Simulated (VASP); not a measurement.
# LiF (Pm-3m) in VASP: further runs

One crystal, LiF, is run at these levels: LDA; tasks: phonons.

Everything below comes from runs of VASP 6.6.1. Logs are shortened: lines on timing, memory, paths and dates and some standing lists are left out, and cuts for length are marked.

**1. The crystal as given**

It takes space group Pm-3m (No. 221, cubic). Conventional cell: a = 2.560 Å, b = 2.560 Å, c = 2.560 Å, α = 90.00°, β = 90.00°, γ = 90.00°. Li (site symmetry m-3m) is surrounded by 8 F at 2.22 Å. Around F (site symmetry m-3m) lie 8 Li at 2.22 Å.

Measurements of this composition are mostly on another form, of space group No. 225.

**2. Phonons, LDA**

Contents of INCAR:

```
PREC = Accurate
ENCUT = 520
EDIFF = 1E-8
ISMEAR = 0
SIGMA = 0.01
LREAL = False
LASPH = True
NELM = 100
ALGO = Normal
ISIF = 2
LWAVE = False
LCHARG = False
NBANDS = 12
IBRION = 8
NSW = 1
```

Contents of KPOINTS:

```
regular mesh
0
Gamma
  7 7 7
```

Contents of POSCAR:

```
LiF
1.0
    2.5595330000      0.0000000000      0.0000000000
    0.0000000000      2.5595330000      0.0000000000
    0.0000000000      0.0000000000      2.5595330000
Li F
1 1
Direct
    0.0000000000      0.0000000000      0.0000000000
    0.5000000000      0.5000000000      0.5000000000
```

Potentials or basis: VASP PAW LDA potentials, release 64 (Li_sv, F).

Command:

```bash
cat potpaw_LDA.64/Li_sv/POTCAR potpaw_LDA.64/F/POTCAR > POTCAR
mpirun -np 1 vasp_std > vasp.out
```

OUTCAR:

```text
PREC = Accurate
   ENCUT = 520
   EDIFF = 1E-8
   ISMEAR = 0
   LREAL = False
   LASPH = True
   NELM = 100
   ISIF = 2
   IBRION = 8
   NSW = 1

 ion  position               nearest neighbor table
   1  0.000  0.000  0.000-   2 2.22   2 2.22   2 2.22   2 2.22   2 2.22   2 2.22   2 2.22   2 2.22

   2  0.500  0.500  0.500-   1 2.22   1 2.22   1 2.22   1 2.22   1 2.22   1 2.22   1 2.22   1 2.22

  LATTYP: Found a simple cubic cell.
 ALAT       =     2.5595330000

  Lattice vectors:

 A1 = (   2.5595330000,   0.0000000000,   0.0000000000)
 A2 = (   0.0000000000,   2.5595330000,   0.0000000000)
 A3 = (   0.0000000000,   0.0000000000,   2.5595330000)

Analysis of symmetry for initial positions (statically):
=====================================================================
 Subroutine PRICEL returns:
 Original cell was already a primitive cell.

 Routine SETGRP: Setting up the symmetry group for a
 simple cubic supercell.

 Subroutine GETGRP returns: Found 48 space group operations
 (whereof 48 operations were pure point group operations)
 out of a pool of 48 trial point group operations.

The static configuration has the point symmetry O_h .

Analysis of symmetry for dynamics (positions and initial velocities):
=====================================================================
 Subroutine PRICEL returns:
 Original cell was already a primitive cell.

 Routine SETGRP: Setting up the symmetry group for a
 simple cubic supercell.

 Subroutine GETGRP returns: Found 48 space group operations
 (whereof 48 operations were pure point group operations)
 out of a pool of 48 trial point group operations.

The dynamic configuration has the point symmetry O_h .

 Subroutine INISYM returns: Found 48 space group operations
 (whereof 48 operations are pure point group operations),
 and found     1 'primitive' translations

----------------------------------------------------------------------------------------

                                     Primitive cell

  volume of cell :      16.7680

  direct lattice vectors                    reciprocal lattice vectors
     2.559533000  0.000000000  0.000000000     0.390696272  0.000000000  0.000000000
     0.000000000  2.559533000  0.000000000     0.000000000  0.390696272  0.000000000
     0.000000000  0.000000000  2.559533000     0.000000000  0.000000000  0.390696272

  length of vectors
     2.559533000  2.559533000  2.559533000     0.390696272  0.390696272  0.390696272

  position of ions in fractional coordinates (direct lattice)
     0.000000000  0.000000000  0.000000000
     0.500000000  0.500000000  0.500000000

  ion indices of the primitive-cell ions
   primitive index   ion index
                 1           1
                 2           2

----------------------------------------------------------------------------------------

 KPOINTS: regular mesh

Automatic generation of k-mesh.
 Grid dimensions read from file:
 generate k-points for:    7    7    7

 Generating k-lattice:

  Cartesian coordinates                     Fractional coordinates (reciprocal lattice)
     0.055813753  0.000000000  0.000000000     0.142857143  0.000000000  0.000000000
     0.000000000  0.055813753  0.000000000     0.000000000  0.142857143  0.000000000
     0.000000000  0.000000000  0.055813753     0.000000000  0.000000000  0.142857143

  Length of vectors
     0.055813753  0.055813753  0.055813753

  Shift w.r.t. Gamma in fractional coordinates (k-lattice)
     0.000000000  0.000000000  0.000000000

 Subroutine IBZKPT returns following result:
 ===========================================
[... 79 lines left out ...]
 NGX is ok and might be reduce to    20
   NGX =  9   NGY =  9   NGZ =  9

--------------------------------------- Ionic step        1  -------------------------------------------

 number of electron      10.0000016 magnetization

 Free energy of the ion-electron system (eV)
  ---------------------------------------------------
  ext. energy  EPLUGINS =         0.00000000
  ---------------------------------------------------
  free energy    TOTEN  =        -9.87009318 eV

  energy without entropy =       -9.87009318  energy(sigma->0) =       -9.87009318

 E-fermi :  -0.1042     XC(G=0): -10.5748

 val. band max:       -0.2254440330   @ k =   0.4286   0.4286   0.0000
 cond. band min:       7.1076226138   @ k =   0.0000   0.0000   0.0000
 fundamental gap:      7.3330666468
 Fermi energy:        -0.1042311896

 k-point     1 :       0.0000    0.0000    0.0000
  band No.  band energies     occupation
      1     -41.8446      2.00000
      2     -20.6081      2.00000
      3      -0.8824      2.00000
      4      -0.8824      2.00000
      5      -0.8824      2.00000
      6       7.1076      0.00000
      7      18.2196      0.00000
      8      18.2196      0.00000
      9      20.3091      0.00000
     10      20.3091      0.00000
     11      20.3091      0.00000
     12      37.8380      0.00000
[... 273 lines left out ...]
      1     -41.7125      2.00000
      2     -19.1931      2.00000
      3      -2.5819      2.00000
      4      -2.4586      2.00000
      5      -2.4586      2.00000
      6      10.8455      0.00000
      7      10.8632      0.00000
      8      10.8632      0.00000
      9      23.1556      0.00000
     10      23.5644      0.00000
     11      23.5644      0.00000
     12      24.8329      0.00000

------------------------ aborting loop because EDIFF is reached ----------------------------------------

  FORCE on cell =-STRESS in cart. coord.  units (eV):
  Direction    XX          YY          ZZ          XY          YZ          ZX
  --------------------------------------------------------------------------------------
  -------------------------------------------------------------------------------------
  Total       -0.8375214     -0.8375214     -0.8375214      0.0000000      0.0000000     -0.0000000
  in kB      -80.0247450    -80.0247450    -80.0247450      0.0000000      0.0000000     -0.0000000
  external PRESSURE =     -80.0247450 kB  Pullay stress =       0.0000000 kB

 VOLUME and BASIS-vectors are now :
 -----------------------------------------------------------------------------
  energy-cutoff  :      520.00
  volume of cell :       16.77
      direct lattice vectors                 reciprocal lattice vectors
     2.559533000  0.000000000  0.000000000     0.390696272  0.000000000  0.000000000
     0.000000000  2.559533000  0.000000000     0.000000000  0.390696272  0.000000000
     0.000000000  0.000000000  2.559533000     0.000000000  0.000000000  0.390696272

 POSITION                                       TOTAL-FORCE (eV/Angst)
 -----------------------------------------------------------------------------------
      0.00000      0.00000      0.00000         0.000000      0.000000      0.000000
      1.27977      1.27977      1.27977         0.000000      0.000000      0.000000
 -----------------------------------------------------------------------------------
    total drift:                                0.000000      0.000000      0.000000

  FREE ENERGIE OF THE ION-ELECTRON SYSTEM (eV)
  ---------------------------------------------------
  free  energy   TOTEN  =        -9.8700931755 eV

  energy  without entropy=       -9.8700931755  energy(sigma->0) =       -9.87009318

[... ionic steps 2 to 3 ...]

--------------------------------------- Ionic step        4  -------------------------------------------

------------------------ aborting loop because EDIFF is reached ----------------------------------------

[... ionic steps 5 to 6 ...]

--------------------------------------- Ionic step        7  -------------------------------------------

 Free energy of the ion-electron system (eV)
  ---------------------------------------------------
  ---------------------------------------------------
  free energy    TOTEN  =        -0.51237427 eV

  energy without entropy =       -0.51237427

------------------------ aborting loop because EDIFF is reached ----------------------------------------

 INTERNAL STRAIN TENSOR  FOR ION    2  DIRECTION 1   (eV/Angst):
 -----------------------------------------------------------------------------
    -0.00465  0.00000  0.00000
     0.00000  0.00906 -0.00000
     0.00000 -0.00000  0.00906

 INTERNAL STRAIN TENSOR FOR ION    2 for displacements in x,y,z  (eV/Angst):
          X           Y           Z          XY          YZ          ZX
  --------------------------------------------------------------------------------
  x     0.00000     0.00000     0.00000     0.00000     0.00000     0.00000
  y     0.00000     0.00000     0.00000     0.00000     0.00000     0.00000
  z     0.00000     0.00000     0.00000     0.00000     0.00000     0.00000

 SECOND DERIVATIVES (NOT SYMMETRIZED)
 ------------------------------------
               1X          1Y          1Z          2X          2Y          2Z
  1X     0.601027    0.000000    0.000000   -0.601027   -0.000000   -0.000000
  1Y     0.000000    0.601027   -0.000000   -0.000000   -0.601027    0.000000
  1Z     0.000000    0.000000    0.601027   -0.000000   -0.000000   -0.601027
  2X    -0.570632   -0.000000    0.000000    0.570632    0.000000   -0.000000
  2Y     0.000000   -0.570632    0.000000   -0.000000    0.570632   -0.000000
  2Z    -0.000000    0.000000   -0.570632    0.000000   -0.000000    0.570632

 Eigenvectors and eigenvalues of the dynamical matrix
 ----------------------------------------------------

   1 f  =    0.060502 THz     0.380145 2PiTHz    2.018126 cm-1     0.250216 meV
             X         Y         Z           dx          dy          dz
      0.000000  0.000000  0.000000    -0.509412   -0.000000    0.000000
      1.279767  1.279767  1.279767    -0.860523    0.000000    0.000000
[... 21 lines left out ...]
   6 f/i=    5.319686 THz    33.424570 2PiTHz  177.445612 cm-1    22.000442 meV
             X         Y         Z           dx          dy          dz
      0.000000  0.000000  0.000000     0.860523    0.000000   -0.000000
      1.279767  1.279767  1.279767    -0.509412   -0.000000    0.000000

--------------------------------------------------------------------------------------------------------

 ELASTIC MODULI CONTR FROM IONIC RELAXATION (kBar)
 Direction    XX          YY          ZZ          XY          YZ          ZX
 --------------------------------------------------------------------------------
 XX           0.0000      0.0000      0.0000      0.0000      0.0000      0.0000
 YY           0.0000      0.0000      0.0000      0.0000      0.0000      0.0000
 ZZ           0.0000      0.0000      0.0000      0.0000      0.0000      0.0000
 XY           0.0000      0.0000      0.0000      0.0000      0.0000      0.0000
 YZ           0.0000      0.0000      0.0000      0.0000      0.0000      0.0000
 ZX           0.0000      0.0000      0.0000      0.0000      0.0000      0.0000
 --------------------------------------------------------------------------------
```

It took 19 s on 1 thread of AMD EPYC 9R45 (Zen 5), shared host; peak memory 0.1 GiB.

Results:

- Highest phonon frequency at Γ, LO-TO splitting left out: 2 cm⁻¹
- Most unstable mode: 177i cm⁻¹

Phonon frequencies in cm⁻¹ (negative: imaginary):
```tsv
q point	frequencies
(0.000, 0.000, 0.000)	-177 -177 -177 2 2 2
```

Caveat: the atoms weren't relaxed first, which shifts response properties; the cutoff is under 1.25 times the usual one of these potentials, so pressure, stress and relaxed cells hold a basis-set (Pulay) error; some modes are imaginary.

**3. Phonons, LDA**

This run uses another cell than the first one, of 8.22 Å³/atom, 0.980 times its volume.

Contents of INCAR:

```
SYSTEM = LiF
PREC = Accurate
ENCUT = 520
EDIFF = 1E-8
ISMEAR = 0
SIGMA = 0.01
LREAL = .False.
LASPH = .True.
NELM = 100
ALGO = Fast
ISIF = 2
LWAVE = .False.
LCHARG = .False.
IBRION = 8
NSW = 1
```

Contents of KPOINTS:

```
Automatic mesh
0
Gamma
  7 7 7
  0 0 0
```

Contents of POSCAR:

```
LiF
1.0
    2.5423544086      0.0000000000      0.0000000000
    0.0000000000      2.5423544086      0.0000000000
    0.0000000000      0.0000000000      2.5423544086
Li F
1 1
Direct
    0.0000000000      0.0000000000      0.0000000000
    0.5000000000      0.5000000000      0.5000000000
```

Potentials or basis: VASP PAW LDA potentials, release 64 (Li_sv, F).

Command:

```bash
cat potpaw_LDA.64/Li_sv/POTCAR potpaw_LDA.64/F/POTCAR > POTCAR
mpirun -np 1 vasp_std > vasp.out
```

OUTCAR:

```text
SYSTEM = LiF
   PREC = Accurate
   ENCUT = 520
   EDIFF = 1E-8
   ISMEAR = 0
   LREAL = .False.
   LASPH = .True.
   NELM = 100
   ISIF = 2
   IBRION = 8
   NSW = 1

 ion  position               nearest neighbor table
   1  0.000  0.000  0.000-   2 2.20   2 2.20   2 2.20   2 2.20   2 2.20   2 2.20   2 2.20   2 2.20

   2  0.500  0.500  0.500-   1 2.20   1 2.20   1 2.20   1 2.20   1 2.20   1 2.20   1 2.20   1 2.20

  LATTYP: Found a simple cubic cell.
 ALAT       =     2.5423544086

  Lattice vectors:

 A1 = (   2.5423544086,   0.0000000000,   0.0000000000)
 A2 = (   0.0000000000,   2.5423544086,   0.0000000000)
 A3 = (   0.0000000000,   0.0000000000,   2.5423544086)

Analysis of symmetry for initial positions (statically):
=====================================================================
 Subroutine PRICEL returns:
 Original cell was already a primitive cell.

 Routine SETGRP: Setting up the symmetry group for a
 simple cubic supercell.

 Subroutine GETGRP returns: Found 48 space group operations
 (whereof 48 operations were pure point group operations)
 out of a pool of 48 trial point group operations.

The static configuration has the point symmetry O_h .

Analysis of symmetry for dynamics (positions and initial velocities):
=====================================================================
 Subroutine PRICEL returns:
 Original cell was already a primitive cell.

 Routine SETGRP: Setting up the symmetry group for a
 simple cubic supercell.

 Subroutine GETGRP returns: Found 48 space group operations
 (whereof 48 operations were pure point group operations)
 out of a pool of 48 trial point group operations.

The dynamic configuration has the point symmetry O_h .
[... 418 lines left out ...]
    total drift:                                0.000000      0.000000      0.000000

  FREE ENERGIE OF THE ION-ELECTRON SYSTEM (eV)
  ---------------------------------------------------
  free  energy   TOTEN  =        -9.8846151342 eV

  energy  without entropy=       -9.8846151342  energy(sigma->0) =       -9.88461513

[... ionic steps 2 to 3 ...]

--------------------------------------- Ionic step        4  -------------------------------------------

------------------------ aborting loop because EDIFF is reached ----------------------------------------

[... ionic steps 5 to 6 ...]

--------------------------------------- Ionic step        7  -------------------------------------------

 Free energy of the ion-electron system (eV)
  ---------------------------------------------------
  ---------------------------------------------------
  free energy    TOTEN  =        -0.51192366 eV

  energy without entropy =       -0.51192366

------------------------ aborting loop because EDIFF is reached ----------------------------------------

 INTERNAL STRAIN TENSOR  FOR ION    2  DIRECTION 1   (eV/Angst):
 -----------------------------------------------------------------------------
    -0.00955  0.00000 -0.00000
     0.00000  0.01586 -0.00000
    -0.00000 -0.00000  0.01586

 INTERNAL STRAIN TENSOR FOR ION    2 for displacements in x,y,z  (eV/Angst):
          X           Y           Z          XY          YZ          ZX
  --------------------------------------------------------------------------------
  x     0.00000     0.00000     0.00000     0.00000     0.00000     0.00000
  y     0.00000     0.00000     0.00000     0.00000     0.00000     0.00000
  z     0.00000     0.00000     0.00000     0.00000     0.00000     0.00000

 SECOND DERIVATIVES (NOT SYMMETRIZED)
 ------------------------------------
               1X          1Y          1Z          2X          2Y          2Z
  1X     0.495985   -0.000000   -0.000000   -0.495985    0.000000    0.000000
  1Y     0.000000    0.495985    0.000000   -0.000000   -0.495985    0.000000
  1Z     0.000000    0.000000    0.495985   -0.000000   -0.000000   -0.495985
  2X    -0.521814   -0.000000    0.000000    0.521814    0.000000   -0.000000
  2Y    -0.000000   -0.521814    0.000000    0.000000    0.521814   -0.000000
  2Z     0.000000    0.000000   -0.521814   -0.000000   -0.000000    0.521814

 Eigenvectors and eigenvalues of the dynamical matrix
 ----------------------------------------------------

   1 f  =    0.055820 THz     0.350728 2PiTHz    1.861958 cm-1     0.230853 meV
             X         Y         Z           dx          dy          dz
      0.000000  0.000000  0.000000     0.194143    0.250008    0.423681
      1.271177  1.271177  1.271177     0.311553    0.401202    0.679905
[... 21 lines left out ...]
   6 f/i=    4.899822 THz    30.786489 2PiTHz  163.440468 cm-1    20.264026 meV
             X         Y         Z           dx          dy          dz
      0.000000  0.000000  0.000000    -0.811725   -0.247794   -0.000000
      1.271177  1.271177  1.271177     0.505824    0.154412    0.000000

--------------------------------------------------------------------------------------------------------

 ELASTIC MODULI CONTR FROM IONIC RELAXATION (kBar)
 Direction    XX          YY          ZZ          XY          YZ          ZX
 --------------------------------------------------------------------------------
 XX           0.0000      0.0000      0.0000      0.0000      0.0000      0.0000
 YY           0.0000      0.0000      0.0000      0.0000      0.0000      0.0000
 ZZ           0.0000      0.0000      0.0000      0.0000      0.0000      0.0000
 XY           0.0000      0.0000      0.0000      0.0000      0.0000      0.0000
 YZ           0.0000      0.0000      0.0000      0.0000      0.0000      0.0000
 ZX           0.0000      0.0000      0.0000      0.0000      0.0000      0.0000
 --------------------------------------------------------------------------------
```

It took 19 s on 1 thread of AMD EPYC 9R45 (Zen 5), shared host; peak memory 0.1 GiB.

What came out:

```yaml
Highest_phonon_frequency_at_Γ_LO-TO_splitting_left_out: 2 cm⁻¹
Most_unstable_mode: 163i cm⁻¹
```

Phonon frequencies in cm⁻¹ (negative: imaginary):
| q point | frequencies |
| --- | --- |
| (0.000, 0.000, 0.000) | -163 -163 -163 2 2 2 |

Caveat: the atoms weren't relaxed first, which shifts response properties; the cutoff is under 1.25 times the usual one of these potentials, so pressure, stress and relaxed cells hold a basis-set (Pulay) error; some modes are imaginary.
